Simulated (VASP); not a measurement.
# Settings for BaS: equation of state

BaS, Fm-3m (no. 225), 2 atoms in the cell. RevPBE; PAW potentials Ba_sv_GW, S_GW (PBE set). VASP 6.6.1.

Wanted: equilibrium volume within 0.5 %; bulk modulus within 2.5 %.

What the run is for: choice of potentials; Accuracy asked: standard; Volumes (times the given one): 0.91, 0.94, 0.97, 1, 1.03, 1.06, 1.09.

## Potentials and cutoff

| Potentials and cutoff | Equilibrium volume (Å³/atom) | Bulk modulus (GPa) | Time (s) |
|---|---|---|---|
| Ba_sv_GW S_GW, ENCUT 450 | 34.16 | 38 | 99 |
| Ba_sv S_h, ENCUT 650 | 34.62 | 37.78 | 128 |
| Ba_sv S, ENCUT 450 | 34.62 | 37.75 | 62 |

## Question

For each series: keep the first row unless others stay within the tolerance and take at least 30 % less time, and then take the fastest.

## Answer

- Potentials and cutoff: Ba_sv_GW S_GW, ENCUT 450

The chosen settings are those of the reference run.

## The input

INCAR:
```
GGA = RE ; ISMEAR = 0
SIGMA = 0.03 ; LWAVE = False
LCHARG = False ; ISIF = 2
NSW = 0 ; ENCUT = 450
PREC = Accurate ; LASPH = True
LREAL = False ; ALGO = Normal
EDIFF = 1E-7 ; NELM = 120
GGA_COMPAT = False ; EFERMI = MIDGAP
```

KPOINTS:
```
k-points
0
Gamma
  6 6 6
```

POSCAR.step1:
```
BaS
1.0
    0.0000000000      3.0949101710      3.0949101710
    3.0949101710      0.0000000000      3.0949101710
    3.0949101710      3.0949101710      0.0000000000
Ba S
1 1
Direct
    0.0000000000      0.0000000000      0.0000000000
    0.5000000000      0.5000000000      0.5000000000
```

POSCAR.step2:
```
BaS
1.0
    0.0000000000      3.1285531347      3.1285531347
    3.1285531347      0.0000000000      3.1285531347
    3.1285531347      3.1285531347      0.0000000000
Ba S
1 1
Direct
    0.0000000000      0.0000000000      0.0000000000
    0.5000000000      0.5000000000      0.5000000000
```

POSCAR.step3:
```
BaS
1.0
    0.0000000000      3.1614876932      3.1614876932
    3.1614876932      0.0000000000      3.1614876932
    3.1614876932      3.1614876932      0.0000000000
Ba S
1 1
Direct
    0.0000000000      0.0000000000      0.0000000000
    0.5000000000      0.5000000000      0.5000000000
```

POSCAR.step4:
```
BaS
1.0
    0.0000000000      3.1937500000      3.1937500000
    3.1937500000      0.0000000000      3.1937500000
    3.1937500000      3.1937500000      0.0000000000
Ba S
1 1
Direct
    0.0000000000      0.0000000000      0.0000000000
    0.5000000000      0.5000000000      0.5000000000
```

POSCAR.step5:
```
BaS
1.0
    0.0000000000      3.2253733437      3.2253733437
    3.2253733437      0.0000000000      3.2253733437
    3.2253733437      3.2253733437      0.0000000000
Ba S
1 1
Direct
    0.0000000000      0.0000000000      0.0000000000
    0.5000000000      0.5000000000      0.5000000000
```

POSCAR.step6:
```
BaS
1.0
    0.0000000000      3.2563884516      3.2563884516
    3.2563884516      0.0000000000      3.2563884516
    3.2563884516      3.2563884516      0.0000000000
Ba S
1 1
Direct
    0.0000000000      0.0000000000      0.0000000000
    0.5000000000      0.5000000000      0.5000000000
```

POSCAR.step7:
```
BaS
1.0
    0.0000000000      3.2868237526      3.2868237526
    3.2868237526      0.0000000000      3.2868237526
    3.2868237526      3.2868237526      0.0000000000
Ba S
1 1
Direct
    0.0000000000      0.0000000000      0.0000000000
    0.5000000000      0.5000000000      0.5000000000
```

Commands (each step's output is kept before the next begins):
```
cat potpaw_PBE.64/Ba_sv_GW/POTCAR potpaw_PBE.64/S_GW/POTCAR > POTCAR
cp POSCAR.step1 POSCAR
mpirun -np 1 vasp_std > vasp.out
cp POSCAR.step2 POSCAR
mpirun -np 1 vasp_std > vasp.out
cp POSCAR.step3 POSCAR
mpirun -np 1 vasp_std > vasp.out
cp POSCAR.step4 POSCAR
mpirun -np 1 vasp_std > vasp.out
cp POSCAR.step5 POSCAR
mpirun -np 1 vasp_std > vasp.out
cp POSCAR.step6 POSCAR
mpirun -np 1 vasp_std > vasp.out
cp POSCAR.step7 POSCAR
mpirun -np 1 vasp_std > vasp.out
```

Limits: Total energies under different potentials can't be compared; the cell and the gap can.

The chosen input took VASP 6.6.1 99 s on 1 core (Intel Xeon Platinum 8259CL @ 2.50GHz (Skylake/Cascade Lake)), a shared host.
